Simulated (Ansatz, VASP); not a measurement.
Given: the input of a run of VASP 6.6.1 on ZnO (zincite). 

INCAR

```
  PREC = Accurate
  ENCUT = 600
  EDIFF = 1E-6
  ISMEAR = -1
  SIGMA = 0.05
  LREAL = False
  LASPH = True
  NELM = 100
  ALGO = Normal
  ISIF = 3
  LWAVE = False
  LCHARG = False
  GGA = RP
  IBRION = 2
  NSW = 60
  EDIFFG = -0.01
```

File KPOINTS:

```
Automatic mesh
0
Gamma
  9 9 5
```

File POSCAR:

```
ZnO
1.0
    3.2493080000      0.0000000000      0.0000000000
   -1.6246540000      2.8139832727      0.0000000000
    0.0000000000      0.0000000000      5.2057090000
Zn O
2 2
Direct
    0.6666666667      0.3333333333      0.0000000000
    0.3333333333      0.6666666667      0.5000000000
    0.3333333333      0.6666666667      0.8790100000
    0.6666666667      0.3333333333      0.3790100000
```

Potentials or basis: VASP PAW PBE potentials, release 64 (Zn, O).

Launch:

```sh
$ cat potpaw_PBE.64/Zn/POTCAR potpaw_PBE.64/O/POTCAR > POTCAR
$ mpirun -np 1 vasp_std > vasp.out
```

Set up the same calculation for Ansatz 0.2.0. Potentials or basis there: Ansatz PAW, cutoff 420 eV.

As run (cutoffs and basis follow the program's own potentials, and thresholds, step limits or extra output files can differ):

The input input.yaml:

```yaml
crystal:
  lattice:
    - [3.249308, 0.0, 0.0]
    - [-1.624654, 2.8139832727, 0.0]
    - [0.0, 0.0, 5.205709]
  atoms:
    - { symbol: Zn, position: [0.6666666667, 0.3333333333, 0.0] }
    - { symbol: Zn, position: [0.3333333333, 0.6666666667, 0.5] }
    - { symbol: O, position: [0.3333333333, 0.6666666667, 0.87901] }
    - { symbol: O, position: [0.6666666667, 0.3333333333, 0.37901] }
hamiltonian:
  xc: rpbe
  pseudopotentials: { kind: paw }
kpoints:
  mp_grid: { grid: [9, 9, 5] }
scf:
  occupations: { method: fermi_dirac, width: 0.05 }
output:
  forces: true
  stress: true
relax:
  f_tol: 0.01
  max_steps: 40
  cell: { stress_tol: 0.05 }
```

Potentials or basis: Ansatz PAW.

Run with:

```bash
$ ansatz run input.yaml --threads 2 --pin off --max-ram 5632MiB --backend cpu --events-out ev --progress --plain --runs-dir out
```

Both were run:

|  | VASP | Ansatz |
| --- | --- | --- |
| Relaxed volume | 12.85 Å³/atom | 12.76 Å³/atom |
| Relaxed cell | a = 3.328 Å, b = 3.328 Å, c = 5.358 Å, α = 90.00°, β = 90.00°, γ = 120.00° | a = 3.318 Å, b = 3.318 Å, c = 5.353 Å, α = 90.00°, β = 90.00°, γ = 120.00° |
| Space group after relaxing | P6_3mc (No. 186) | P6_3mc (No. 186) |
| Pressure after relaxing | -0.1 GPa | 0.0 GPa |

Ansatz's pressure holds a Pulay term of +0.62 GPa for its cutoff of 420 eV, which the other run lacks.

VASP's potentials were made for PBE. Ansatz's potentials were made for PBE.

Where Ansatz's input types no cutoff or centring, it takes its own default and a Γ-centred mesh.

Pressure is positive in compression.
